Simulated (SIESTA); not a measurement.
The system is CdO (Monteponite).

```
Cd O
1.0
     0.00000    2.34950    2.34950
     2.34950    0.00000    2.34950
     2.34950    2.34950    0.00000
Cd O
1 1
Direct
  0.00000 0.00000 0.00000
  0.50000 0.50000 0.50000
```

Base run:

- Program: SIESTA 5.4.2
- Functional: PBE
- Potentials or basis: PseudoDojo 0.4 standard (PBE files)
- Basis: TZDP (energy shift 0.003 Ry; two zetas on semicore shells)
- Grid cutoff: 800 Ry
- Energy shift: 0.003 Ry
- k mesh: 10 × 10 × 10
- Occupations: fermi-dirac, width 0.05 eV
- Spin: no spin polarisation

Its results: band gap on the k mesh none (metal or under the smearing width); pressure 6.7 GPa.

Task: The run is repeated on the same cell with these changes: potentials or basis from PseudoDojo 0.4 standard (PBE files) to SG15 1.2 (PBE files) or PseudoDojo by element; basis from TZDP (energy shift 0.003 Ry; two zetas on semicore shells) to DZP (energy shift 0.003 Ry; two zetas on semicore shells). What comes out?

Result: Band gap on the k mesh none (metal or under the smearing width); pressure 5.3 GPa.

Caveats: the basis of atomic orbitals isn't converged, which shifts pressures, moduli and gaps.
